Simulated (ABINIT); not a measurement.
The system is AgCl (Chlorargyrite).

```
Ag Cl
1.0
     0.00000    2.73500    2.73500
     2.73500    0.00000    2.73500
     2.73500    2.73500    0.00000
Ag Cl
1 1
Direct
  0.00000 0.00000 0.00000
  0.50000 0.50000 0.50000
```

Base run:

* Program: ABINIT 10.8.3 (patched build)
* Functional: PBE-EpsX
* Potentials or basis: SPMS NC PBE v1.0
* Cutoff: 599 eV
* k mesh: 6 × 6 × 6
* Occupations: fixed
* Spin: no spin polarisation

Its results: band gap on the k mesh 2.54 eV, indirect (least direct gap 5.03 eV).

Task: The run is repeated on the same cell with these changes: functional from PBE-EpsX to PBEsol. What comes out?

Result: Band gap on the k mesh 0.70 eV, indirect (least direct gap 3.22 eV).

PBE-EpsX gives the wider gap, since exact exchange removes part of the self-interaction.

Caveats: exact exchange is summed on a coarse mesh, which widens gaps by tenths of an eV (some runs).

A k mesh can miss the band edges.

Not every run made on this cell is shown here.
